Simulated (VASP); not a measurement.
# Er (Fm-3m) in VASP: notebook, part 2 of 2

VASP 6.6.1.

### 5 Single point, PBE, collinear spin, ferromagnetic start

Contents of INCAR:

```
SYSTEM = Er
PREC     = Accurate       ! precision mode
ENCUT    = 550            ! plane-wave cutoff, eV
EDIFF    = 1E-6           ! SCF threshold, eV
ISMEAR   = 0              ! smearing method
SIGMA    = 0.2            ! smearing width, eV
LREAL    = .False.        ! projectors in reciprocal space
LASPH    = .True.         ! aspherical terms in the spheres
NELM     = 100            ! most SCF steps
ALGO     = Normal         ! electronic algorithm
ISIF     = 2              ! what is computed and relaxed
LWAVE    = .False.        ! write WAVECAR
LCHARG   = .False.        ! write CHGCAR
ISPIN    = 2              ! spin polarisation
MAGMOM   = 3              ! initial moments
LORBIT   = 11             ! projections on sites
LMAXMIX  = 6              ! l up to which the mixer works
GGA      = PE             ! functional
ADDGRID  = .False.
```

Contents of KPOINTS:

```
Automatic mesh
0
Gamma
  4 4 4
  0 0 0
```

Contents of POSCAR:

```
Er
1.0
    0.0000000000      2.4798434248      2.4798434248
    2.4798434248      0.0000000000      2.4798434248
    2.4798434248      2.4798434248      0.0000000000
Er
1
Direct
    0.0000000000      0.0000000000      0.0000000000
```

Potentials or basis: VASP PAW PBE potentials, release 64 (Er_3), 4f in core.

Command:

```console
$ cat potpaw_PBE.64/Er_3/POTCAR > POTCAR
$ mpirun -np 1 vasp_std > vasp.out
```

OUTCAR:

```text
SYSTEM = Er
   PREC = Accurate
   ENCUT = 550
   EDIFF = 1E-6
   ISMEAR = 0
   LREAL = .False.
   LASPH = .True.
   NELM = 100
   ISIF = 2
   ISPIN = 2
   LORBIT = 11
   GGA = PE

 Found      8 irreducible k-points:

 Following reciprocal coordinates:
            Coordinates               Weight
  0.000000  0.000000  0.000000      1.000000
  0.250000  0.000000  0.000000      8.000000
  0.500000  0.000000  0.000000      4.000000
  0.250000  0.250000  0.000000      6.000000
  0.500000  0.250000  0.000000     24.000000
 -0.250000  0.250000  0.000000     12.000000
   k-points           NKPTS =      8   k-points in BZ     NKDIM =      8   number of bands    NBANDS=     10
   number of dos      NEDOS =    301   number of ions     NIONS =      1
   total plane-waves  NPLWV =  21952
   dimension x,y,z NGX =    28 NGY =   28 NGZ =   28
   dimension x,y,z NGXF=    56 NGYF=   56 NGZF=   56
   ions per type =               1
   NGX,Y,Z   is equivalent  to a cutoff of  13.27, 13.27, 13.27 a.u.
   NGXF,Y,Z  is equivalent  to a cutoff of  26.55, 26.55, 26.55 a.u.
 SYSTEM =  Er
   PREC   = accura    normal or accurate (medium, high low for compatibility)
   ISTART =      0    job   : 0-new  1-cont  2-samecut
   ICHARG =      2    charge: 1-file 2-atom 10-const
   ISPIN  =      2    spin polarized calculation?
   LNONCOLLINEAR =      F non collinear calculations
   LSORBIT =      F    spin-orbit coupling
   LASPH  =      T    aspherical Exc in radial PAW
   ENCUT  =  550.0 eV  40.42 Ry    6.36 a.u.   6.71  6.71  6.71*2*pi/ulx,y,z
   NELM   =    100;   NELMIN=  2; NELMDL= -5     # of ELM steps
   EDIFF  = 0.1E-05   stopping-criterion for ELM
   LREAL  =      F    real-space projection
   EDIFFG = 0.1E-04   stopping-criterion for IOM
   NSW    =      0    number of steps for IOM
   IBRION =     -1    ionic relax: 0-MD 1-quasi-New 2-CG
   NFREE  =      0    steps in history (QN), initial steepest desc. (CG)
   ISIF   =      2    stress and relaxation
   ISYM   =      2    0-nonsym 1-usesym 2-fastsym
   POTIM  = 0.5000    time-step for ionic-motion
   TEBEG  =    0.0;   TEEND  =   0.0 temperature during run
   PSTRESS=    0.0 pullay stress
   NELECT =       9.0000    total number of electrons
   NUPDOWN=      -1.0000    fix difference up-down
   EMIN   =  10.00;   EMAX   =-10.00  energy-range for DOS
   EFERMI =   0.00;   METHOD = LEGACY
   ISMEAR =     0;   SIGMA  =   0.20  broadening in eV -4-tet -1-fermi 0-gaus
   EFERMI_NEDOS =   21; number of points for ismear=-14 and -15
   IALGO  =     38    algorithm
   IMIX   =      4    mixing-type and parameters
     AMIX     =   0.40;   BMIX     =  1.00
     AMIX_MAG =   1.60;   BMIX_MAG =  1.00
  volume/ion in A,a.u.               =      30.50       205.83
[... 44 lines left out ...]
      4      -2.4843      1.00000
      5       5.0801      0.00000
      6       5.0801      0.00000
      7       5.0801      0.00000
      8       7.4263      0.00000
      9       7.4263      0.00000
     10      12.6345      0.00000
[... 53 lines left out ...]
 k-point     6 :      -0.2500    0.2500    0.0000
  band No.  band energies     occupation
      1     -21.7592      1.00000
      2     -21.5788      1.00000
      3     -21.4079      1.00000
      4       1.0763      1.00000
      5       3.4347      0.06156
      6       3.7439      0.00010
      7       5.9783      0.00000
      8       7.0876      0.00000
      9       9.8350      0.00000
     10      12.3907      0.00000

 [... further k-points ...]

 spin component 2

 k-point     1 :       0.0000    0.0000    0.0000
  band No.  band energies     occupation
      1     -21.3282      1.00000
      2     -21.3282      1.00000
      3     -21.3282      1.00000
      4      -2.4860      1.00000
      5       5.0783      0.00000
      6       5.0783      0.00000
      7       5.0783      0.00000
      8       7.4257      0.00000
      9       7.4257      0.00000
     10      12.6301      0.00000
[... 53 lines left out ...]
 k-point     6 :      -0.2500    0.2500    0.0000
  band No.  band energies     occupation
      1     -21.7599      1.00000
      2     -21.5795      1.00000
      3     -21.4086      1.00000
      4       1.0745      1.00000
      5       3.4323      0.06363
      6       3.7432      0.00010
      7       5.9778      0.00000
      8       7.0859      0.00000
      9       9.8340      0.00000
     10      12.3895      0.00000

 [... further k-points ...]
[... 5 lines left out ...]
  --------------------------------------------------------------------------------------
  -------------------------------------------------------------------------------------
  Total        0.1737703      0.1737703      0.1737703      0.0000000     -0.0000000      0.0000000
  in kB        9.1281614      9.1281614      9.1281614      0.0000000     -0.0000000      0.0000000
  external PRESSURE =       9.1281614 kB  Pullay stress =       0.0000000 kB

 VOLUME and BASIS-vectors are now :
 -----------------------------------------------------------------------------
  energy-cutoff  :      550.00
  volume of cell :       30.50
      direct lattice vectors                 reciprocal lattice vectors
     0.000000000  2.479843425  2.479843425    -0.201625633  0.201625633  0.201625633
     2.479843425  0.000000000  2.479843425     0.201625633 -0.201625633  0.201625633
     2.479843425  2.479843425  0.000000000     0.201625633  0.201625633 -0.201625633

 POSITION                                       TOTAL-FORCE (eV/Angst)
 -----------------------------------------------------------------------------------
      0.00000      0.00000      0.00000        -0.000000      0.000000     -0.000000
 -----------------------------------------------------------------------------------
    total drift:                               -0.000000     -0.000000     -0.000000

  FREE ENERGIE OF THE ION-ELECTRON SYSTEM (eV)
  ---------------------------------------------------
  free  energy   TOTEN  =        -4.4687951230 eV

  energy  without entropy=       -4.4391140241  energy(sigma->0) =       -4.45395457

 total charge

# of ion       s       p       d       tot
------------------------------------------
    1        0.510   6.544   1.078   8.132

 magnetization (x)

# of ion       s       p       d       tot
------------------------------------------
    1       -0.000  -0.000  -0.001  -0.001
```

OSZICAR:

```text
N       E                     dE             d eps       ncg     rms          rms(c)
DAV:   1     0.122738202989E+02    0.12274E+02   -0.46964E+03   452   0.911E+02
DAV:   2    -0.296174674914E+01   -0.15236E+02   -0.14592E+02   446   0.255E+02
DAV:   3    -0.354122521713E+01   -0.57948E+00   -0.52281E+00   496   0.572E+01
DAV:   4    -0.355490628779E+01   -0.13681E-01   -0.13349E-01   546   0.481E+00
DAV:   5    -0.355496876093E+01   -0.62473E-04   -0.62381E-04   518   0.167E-01    0.210E+01
DAV:   6    -0.438210517159E+01   -0.82714E+00   -0.31557E-01   508   0.477E+00    0.140E+01
DAV:   7    -0.445295084165E+01   -0.70846E-01   -0.56855E-02   496   0.230E+00    0.739E+00
DAV:   8    -0.445929961421E+01   -0.63488E-02   -0.11315E-01   480   0.260E+00    0.108E+00
DAV:   9    -0.446846616907E+01   -0.91666E-02   -0.79763E-03   500   0.105E+00    0.469E-01
DAV:  10    -0.446859552117E+01   -0.12935E-03   -0.11910E-03   476   0.220E-01    0.950E-02
DAV:  11    -0.446872909027E+01   -0.13357E-03   -0.26887E-04   468   0.101E-01    0.389E-02
DAV:  12    -0.446877259623E+01   -0.43506E-04   -0.10359E-04   450   0.483E-02    0.154E-02
DAV:  13    -0.446878207337E+01   -0.94771E-05   -0.19245E-05   490   0.251E-02    0.248E-02
DAV:  14    -0.446879081019E+01   -0.87368E-05   -0.22761E-05   448   0.223E-02    0.994E-03
DAV:  15    -0.446879422757E+01   -0.34174E-05   -0.13605E-05   464   0.172E-02    0.755E-03
DAV:  16    -0.446879512303E+01   -0.89546E-06   -0.31321E-06   420   0.832E-03
   1 F= -.44687951E+01 E0= -.44539546E+01  d E =-.296811E-01  mag=    -0.0003
```

It took 8.9 s on 1 thread of Intel Xeon 6975P-C (Granite Rapids), shared host; peak memory 0.16 GiB.

The run converged, but some of its settings lie outside the range that counts as converged, so its numbers aren't taken as properties of the crystal.

What came out:

```
Free energy                                           : -4.4688 eV
Pressure                                              : 0.9 GPa
Band gap on the k mesh                                : none (metal or under the smearing width)
Net moment                                            : 0.00 μB per cell
Valence electrons inside the program's atomic spheres : Er 8.13
```

Caveat: the k mesh is coarse (spacing up to 0.55 Å⁻¹), so the values aren't converged; the magnetic or orbital state may not be the lowest; spin-orbit coupling is left out, which moves the levels of the heavy elements; the 4f electrons are frozen in the core as for a trivalent ion, so they carry no moment and show no levels.

### 6 The reference run

An earlier run on the cell as given: functional PBE; potentials or basis VASP PAW PBE potentials, release 64 (Er); cutoff 520 eV; k mesh 9 × 9 × 9; occupations fermi-dirac, width 0.05 eV; collinear spin, ferromagnetic start; starting moments [3.0] μB.

* Pressure: 2.8 GPa
* Band gap on the k mesh: none (metal or under the smearing width)
* Net moment: 2.42 μB per cell
* Site moments: Er +2.43 μB
* Valence electrons inside the program's atomic spheres: Er 19.66
